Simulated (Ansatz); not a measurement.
# TiH2: what SCF settings change, part 2 of 2

Which SCF settings change the result for TiH2, and which only the effort? The default run comes first. We look at TiH2: its deposited structure (space group I4/mmm), with 3 atoms per cell. Source: COD entry 2310984.

Ansatz 0.2.0; DFT LDA, PAW, plane waves, scalar-relativistic. Earlier steps stand in the parts before.

**9. Fixed occupations**

The input, input.yaml:

```yaml
crystal:
  lattice:
    - [-1.5965, 1.5965, 2.1335]
    - [1.5965, -1.5965, 2.1335]
    - [1.5965, 1.5965, -2.1335]
  atoms:
    - { symbol: H, position: [0.75, 0.25, 0.5] }
    - { symbol: H, position: [0.25, 0.75, 0.5] }
    - { symbol: Ti, position: [0.0, 0.0, 0.0] }
hamiltonian:
  xc: lda
  pseudopotentials: { kind: paw }
basis:
  ecutwfc: 420
kpoints:
  mp_grid: { grid: [9, 9, 11] }
scf:
  occupations: { method: fixed }
  lower_state_search: "off"
  max_iter: 60
output:
  forces: true
  stress: true
```

Run with:

```bash
$ ansatz run input.yaml --threads 2 --pin off --max-ram 5120MiB --backend cpu --events-out ev --progress --plain --runs-dir out
```

What it wrote:

```text
[... 22 lines as in an earlier run ...]
SCF iter   1: F=—  HF=-2483.337675 eV  |F-HF|=—  |Δ(HF+E_count)|=         —  Δρ=1.40e-2  dr2=2.79e-2  ethr=1.77e-3  ⟨swp⟩=3.2  Hψ=12439  notcnv=0  defer=347
preconditioner: auto → none  [insulator: Δε(μ)=0.016 eV  Ē_g=6.651 eV  n_scr=8 (ndim 8)  ℏωp=19.5 eV  f_vac=0.000  ε∞_Penn≈9.6]
SCF iter   2: F=—  HF=-2483.328370 eV  |F-HF|=—  |Δ(HF+E_count)|=   9.31e-3  Δρ=5.60e-3  dr2=3.55e-3  ethr=1.99e-4  ⟨swp⟩=1.9  Hψ=5081  notcnv=0  defer=500
SCF iter   3: F=—  HF=-2483.327439 eV  |F-HF|=—  |Δ(HF+E_count)|=   9.31e-4  Δρ=2.14e-3  dr2=9.03e-4  ethr=2.54e-5  ⟨swp⟩=2.0  Hψ=4817  notcnv=0  defer=494
SCF iter   4: F=—  HF=-2483.327145 eV  |F-HF|=—  |Δ(HF+E_count)|=   2.94e-4  Δρ=3.83e-4  dr2=1.15e-5  ethr=6.45e-6  ⟨swp⟩=2.3  Hψ=4239  notcnv=0  defer=500
SCF iter   5: F=—  HF=-2483.327143 eV  |F-HF|=—  |Δ(HF+E_count)|=   2.25e-6  Δρ=3.12e-5  dr2=9.91e-8  ethr=8.22e-8  ⟨swp⟩=1.2  Hψ=2931  notcnv=0  defer=1
SCF iter   6: F=-2483.327143 eV  HF=-2483.327143 eV  |F-HF|=5.18e-11  |Δ(HF+E_count)|=   6.10e-9  Δρ=3.37e-6  dr2=8.88e-10  ethr=7.08e-10  ⟨swp⟩=2.6  Hψ=8960  notcnv=0
SCF 1 converged in 6 iterations: F = -2483.327143 eV  dr2 = 8.88e-10
SCF converged after 6 iterations
Free energy (F): -2483.327143 eV
Harris-Foulkes:  -2483.327143 eV  (|F-HF|=5.18e-11)
Internal energy: -2483.327143 eV  (E = F + TS)
E sigma→0 (E₀):  -2483.327143 eV
Fermi energy:    11.843214 eV
--- Per-component energies (eV) ---
  E_band       = -175.445903
  E_kinetic    = 301.342706
  E_local      = -887.587650  (includes V_loc(G=0)·N_el)
  E_nonlocal   = 14.210727
  E_hartree    = 358.013511
  E_xc         = -115.896277
  E_vxc        = -146.777546  (∫ρ·V_xc dr)
  E_paw        = -999.849816  (= ΣΔE_a)
  E_vpaw       = -172.659421  (= ΣTr[D̂ρ^β])
  E_aug_tail   = -0.002195  (compensation charges beyond the density's cutoff)
  E_ewald      = -1153.884098
  E_core_change = 0.325950  (= ΣΔE_core)
  E_smearing   = -0.000000  (= −TS)
  E_closure    = 0.000000  (closes the sum)
  Σ components = -2483.327143   (vs F -2483.327143, Δ=0.00e0)
--- Forces (eV/Å), atoms counted from 1 ---
  atom   1  H     -0.00167321     0.00167321     0.00000000
  atom   2  H      0.00167321    -0.00167321     0.00000000
  atom   3  Ti    -0.00000000    -0.00000000     0.00000000
  max |Σ_I F_I| component: 1.48e-31 eV/Å
--- Stress (GPa, compression-positive) ---
       -8.623190      -0.673171       0.111100
       -0.673171      -8.623190       0.111100
        0.111100       0.111100      -9.337256
  P = ⅓ Tr σ = -8.8612 GPa (-88.612 kbar)
--- Band table (eV; the first three rows and the last of 250) ---
  k-point 0: bands = ["-45.0022", "-21.3988", "-21.3980", "-21.3593", "1.2218", "11.2554", "11.2587", "11.5034", "12.4441", "12.8916", "13.2963"]
  k-point 1: bands = ["-44.9962", "-21.4313", "-21.4070", "-21.3708", "1.4858", "9.9362", "11.4070", "11.6160", "12.7213", "13.2906", "13.9344"]
  k-point 2: bands = ["-44.9802", "-21.5189", "-21.4290", "-21.4015", "2.2463", "8.4362", "11.8430", "11.9530", "12.0746", "13.4169", "15.8810"]
  k-point 249: bands = ["-44.9159", "-21.7396", "-21.5705", "-21.5506", "5.4960", "7.0468", "8.8250", "13.7689", "13.9672", "14.2544", "17.5199"]
```

It took 2.4 s on 2 threads of Arm Neoverse V1, shared host; peak memory 0.33 GiB.

The count stays at 6. Against the default run: free energy shifted by +11.4 meV/atom, zero-width estimate shifted by +3.7 meV/atom, but the bands overlap, so whole fillings don't suit this cell, forces change by up to 0.002 eV/Å, pressure -8.9 GPa against -8.7.

**10. Cutoff 120 eV**

input.yaml: that of step 9 with these lines changed.

```diff
@@ -13,3 +13,3 @@
 basis:
-  ecutwfc: 420
+  ecutwfc: 120
 kpoints:
@@ -17,3 +17,3 @@
 scf:
-  occupations: { method: fixed }
+  occupations: { method: fermi_dirac, width: 0.1 }
   lower_state_search: "off"
```

Run with:

```bash
$ ansatz run input.yaml --threads 2 --pin off --max-ram 5120MiB --backend cpu --events-out ev --progress --plain --runs-dir out
```

What it wrote, cut to the lines that bear on the results:

```text
Warning: basis.ecutwfc = 120 eV is below the records' recommended 420 eV, and the density's cutoff is lower with it unless basis.ecutrho_ratio is high enough to keep the records' density cutoff: compare with a run at a higher cutoff
[... 9 lines as in an earlier run ...]
Basis set: ecut = 120 eV, 63 PW (Γ)
[... 12 lines as in an earlier run ...]
SCF iter   1: F=—  HF=-2443.123776 eV  |F-HF|=—  |Δ(HF+E_count)|=         —  Δρ=3.65e-1  dr2=1.95e1  ethr=1.77e-3  ⟨swp⟩=3.3  Hψ=11876  notcnv=0
[...]
SCF iter   8: F=-2428.842333 eV  HF=-2428.842333 eV  |F-HF|=5.28e-11  |Δ(HF+E_count)|=   8.43e-9  Δρ=1.04e-6  dr2=1.12e-10  ethr=1.62e-10  ⟨swp⟩=2.0  Hψ=8357  notcnv=0
[...]
SCF converged after 8 iterations
Free energy (F): -2428.842333 eV
[...]
E sigma→0 (E₀):  -2428.821068 eV
Entropy (-TS):   -0.042531 eV (-14.177 meV/atom)
Fermi energy:    12.992832 eV
[...]
--- Forces (eV/Å), atoms counted from 1 ---
  atom   1  H     -0.00114445     0.00114445     0.00000000
  atom   2  H      0.00114445    -0.00114445     0.00000000
  atom   3  Ti    -0.00000000     0.00000000     0.00000000
[...]
--- Stress (GPa, compression-positive) ---
      -17.803902       0.772723       1.902588
        0.772723     -17.803902       1.902588
        1.902588       1.902588     -21.784781
  P = ⅓ Tr σ = -19.1309 GPa (-191.309 kbar)
```

Run time: 1 s. Hardware: 2 threads of Arm Neoverse V1, shared host; peak memory 0.26 GiB.

It takes 8 iterations (default 6). Against the default run: free energy shifted by +18173 meV/atom, so these numbers say nothing of the material, forces change by up to 0.002 eV/Å, pressure -19.1 GPa against -8.7.

Such a setting isn't fit for results; the run shows only what it costs.

**11. Fermi–Dirac smearing, width 1.2 eV**

input.yaml: that of step 10 with these lines changed.

```diff
@@ -13,3 +13,3 @@
 basis:
-  ecutwfc: 120
+  ecutwfc: 420
 kpoints:
@@ -17,3 +17,3 @@
 scf:
-  occupations: { method: fermi_dirac, width: 0.1 }
+  occupations: { method: fermi_dirac, width: 1.2 }
   lower_state_search: "off"
```

Run with:

```bash
$ ansatz run input.yaml --threads 2 --pin off --max-ram 5120MiB --backend cpu --events-out ev --progress --plain --runs-dir out
```

What it wrote, cut to the lines that bear on the results:

```text
[... 1 line as in an earlier run ...]
band count auto-derived: 15 (N_el = 14.0; filled up to band 7; 11 by the electrons, moments and atoms)
[... 9 lines as in an earlier run ...]
Bands: 15, of which v1, the nominal top of the filled ones, is band 7 counted from 1 (6 counted from 0)
[... 11 lines as in an earlier run ...]
SCF iter   1: F=—  HF=-2486.066362 eV  |F-HF|=—  |Δ(HF+E_count)|=         —  Δρ=3.61e-2  dr2=3.34e-1  ethr=1.77e-3  ⟨swp⟩=4.5  Hψ=15833  notcnv=0
[...]
SCF iter   6: F=-2485.966344 eV  HF=-2485.966344 eV  |F-HF|=1.85e-9  |Δ(HF+E_count)|=   3.68e-8  Δρ=3.18e-6  dr2=2.19e-9  ethr=7.14e-10  ⟨swp⟩=3.3  Hψ=9776  notcnv=0
[...]
SCF converged after 6 iterations
Free energy (F): -2485.966344 eV
[...]
E sigma→0 (E₀):  -2483.602894 eV
Entropy (-TS):   -4.726899 eV (-1575.633 meV/atom)
Fermi energy:    11.360635 eV
[...]
--- Forces (eV/Å), atoms counted from 1 ---
  atom   1  H      0.00000062    -0.00000062     0.00000000
  atom   2  H     -0.00000062     0.00000062     0.00000000
  atom   3  Ti    -0.00000000    -0.00000000     0.00000000
[...]
--- Stress (GPa, compression-positive) ---
        8.246847       0.000300       0.000001
        0.000300       8.246847       0.000001
        0.000001       0.000001      13.134176
  P = ⅓ Tr σ = 9.8760 GPa (98.760 kbar)
```

It took 2.2 s on 2 threads of Arm Neoverse V1, shared host; peak memory 0.34 GiB.

6 iterations, as in the default run; free energy shifted by -868 meV/atom, zero-width estimate shifted by -88.2 meV/atom, so these numbers say nothing of the material, pressure 9.9 GPa against -8.7.

**12. Iteration limit 10**

input.yaml: that of step 11 with these lines changed.

```diff
@@ -17,5 +17,5 @@
 scf:
-  occupations: { method: fermi_dirac, width: 1.2 }
+  occupations: { method: fermi_dirac, width: 0.1 }
   lower_state_search: "off"
-  max_iter: 60
+  max_iter: 10
 output:
```

Run with:

```bash
$ ansatz run input.yaml --threads 2 --pin off --max-ram 5120MiB --backend cpu --events-out ev --progress --plain --runs-dir out
```

What it wrote, cut to the lines that bear on the results:

```text
[... 22 lines as in an earlier run ...]
SCF iter   1: F=—  HF=-2483.371313 eV  |F-HF|=—  |Δ(HF+E_count)|=         —  Δρ=1.35e-2  dr2=2.70e-2  ethr=1.77e-3  ⟨swp⟩=4.2  Hψ=14233  notcnv=0
[...]
SCF iter   6: F=-2483.361234 eV  HF=-2483.361234 eV  |F-HF|=4.54e-10  |Δ(HF+E_count)|=   2.29e-8  Δρ=3.18e-6  dr2=8.64e-10  ethr=7.14e-10  ⟨swp⟩=4.3  Hψ=8201  notcnv=0
[...]
SCF converged after 6 iterations
Free energy (F): -2483.361234 eV
[...]
E sigma→0 (E₀):  -2483.338182 eV
Entropy (-TS):   -0.046104 eV (-15.368 meV/atom)
Fermi energy:    11.601982 eV
[... 26 lines left out: energy terms, forces, stress ...]
```

Run time: 1.9 s. Hardware: 2 threads of Arm Neoverse V1, shared host; peak memory 0.33 GiB.

6 iterations, as in the default run; the same free energy.

**13. The runs side by side**

| step | settings | iterations | time | against the default run |
| --- | --- | --- | --- | --- |
| 2 | default SCF settings | 6 | 2.7 s | reference |
| 3 | Broyden, β 0.5, preconditioner Kerker scaled by the density of states | 8 | 2.3 s | the same free energy |
| 4 | Anderson, β 0.5, backtracking line search | 5 | 1.9 s | the same free energy |
| 5 | one k-point (Gamma), no switch to direct minimisation | 15 | 0.34 s | free energy shifted by +2044 meV/atom, pressure 49.8 GPa against -8.7 |
| 6 | Fermi–Dirac width 0.001 eV, no switch to direct minimisation | 6 | 2 s | free energy shifted by +7.6 meV/atom, zero-width estimate shifted by -0.1 meV/atom, pressure -9.0 GPa against -8.7 |
| 7 | tetrahedron occupations | 6 | 1.9 s | free energy shifted by +8.0 meV/atom, zero-width estimate shifted by +0.3 meV/atom, forces change by up to 0.001 eV/Å, pressure -9.0 GPa against -8.7 |
| 8 | Broyden, β 1.0, history 2, no preconditioner | 6 | 2 s | the same free energy |
| 9 | fixed occupations | 6 | 2.4 s | free energy shifted by +11.4 meV/atom, zero-width estimate shifted by +3.7 meV/atom, but the bands overlap, so whole fillings don't suit this cell, forces change by up to 0.002 eV/Å, pressure -8.9 GPa against -8.7 |
| 10 | cutoff 120 eV | 8 | 1 s | free energy shifted by +18173 meV/atom, so these numbers say nothing of the material, forces change by up to 0.002 eV/Å, pressure -19.1 GPa against -8.7 |
| 11 | Fermi–Dirac smearing, width 1.2 eV | 6 | 2.2 s | free energy shifted by -868 meV/atom, zero-width estimate shifted by -88.2 meV/atom, so these numbers say nothing of the material, pressure 9.9 GPa against -8.7 |
| 12 | iteration limit 10 | 6 | 1.9 s | the same free energy |

Decimal logarithm of the largest residual (eV) by iteration, counted through all cycles of a run (8 of the 11 runs):

| iteration | step 2 | step 3 | step 4 | step 5 | step 6 | step 7 | step 8 | step 9 |
| --- | --- | --- | --- | --- | --- | --- | --- | --- |
| 1 | -1.6 | -1.6 | -1.6 | 1.0 | -1.6 | -1.6 | -1.6 | -1.6 |
| 2 | -2.1 | -2.0 | -2.1 | 1.1 | -2.4 | -2.1 | -1.7 | -2.4 |
| 3 | -3.0 | -3.5 | -3.6 | 0.7 | -3.0 | -3.0 | -2.3 | -3.0 |
| 4 | -4.8 | -4.4 | -4.8 | 0.9 | -4.9 | -4.7 | -4.8 | -4.9 |
| 5 | -6.6 | -5.4 | -7.0 | 0.9 | -7.2 | -6.5 | -6.5 | -7.0 |
| 6 | -9.1 | -6.1 | - | 0.8 | -9.1 | -8.8 | -8.8 | -9.1 |
| 7 | - | -7.0 | - | -0.8 | - | - | - | - |
| 9 | - | - | - | -1.7 | - | - | - | - |
| 10 | - | - | - | -1.7 | - | - | - | - |
| 11 | - | - | - | -2.6 | - | - | - | - |
| 12 | - | - | - | -3.9 | - | - | - | - |
| 14 | - | - | - | -5.0 | - | - | - | - |
| 15 | - | - | - | -7.4 | - | - | - | - |

**14. Summary of results**

This closing draws on all 2 parts.

| quantity | value |
| --- | --- |
| default run | 6 iterations, with no gap on the k-mesh |
| fewest iterations to that state among the runs shown | 5 (Anderson, β 0.5, backtracking line search) |
| most iterations to it | 8 (Broyden, β 0.5, preconditioner Kerker scaled by the density of states) |
| runs that end in another state, among changes of path alone | 0 |
| largest shift of the free energy by occupations, cutoff, mesh or field | +18173 meV/atom (cutoff 120 eV) |

What this shows: 5 runs solve the same problem and reach the default's state, in 5 to 8 iterations: there the settings change the path, not the answer. Occupations, cutoff, mesh and fields change the problem that is solved, not just the path; the largest shift here is that of “cutoff 120 eV”. Counts include iterations that the program adds to test a close, so a difference of one or two ranks nothing. The starting density is a sum of atomic densities corrected by a trained network, so it is already close to self-consistency. The mesh has less symmetry than the lattice, which lowers the symmetry of the run.
